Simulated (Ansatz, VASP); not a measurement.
**CdTe: VASP beside Ansatz**

```xyz
2
Lattice="0.0000 3.2050 3.2050 3.2050 0.0000 3.2050 3.2050 3.2050 0.0000" Properties=species:S:1:pos:R:3 pbc="T T T"
Te    4.8075    4.8075    4.8075
Cd    0.0000    0.0000    0.0000
```

Alike in both runs: task band structure; functional LDA; k mesh 5 × 5 × 5; occupations fermi-dirac, width 0.05 eV; spin-orbit coupling, no magnetisation.

```csv
,VASP,Ansatz
version,VASP 6.6.1,Ansatz 0.2.0
potentials or method,"VASP PAW LDA potentials, release 64 (Te, Cd)",Ansatz PAW
plane-wave cutoff (eV),520,420
valence electrons in the cell,18,36
```

VASP gave:

| Quantity | Value |
| --- | --- |
| gap on the k mesh at the Fermi level (eV) | 0.37 |
| least direct gap on the mesh (eV) | 0.37 |
| gap along the band path (eV) | 0.37 |
| pressure (GPa) | 0.4 |

**Question.** Which values does Ansatz return?

**Answer.** gap on the k mesh at the Fermi level (eV): 0.33; least direct gap on the mesh (eV): 0.33; gap along the band path (eV): 0.33; pressure (GPa): 0.1.

The two sets of potentials don't hold the same shells in valence.

Caveats: the PAW data sets come from PBE, with cores solved anew for the run's functional, which leaves a small shift of forces and pressure (Ansatz).
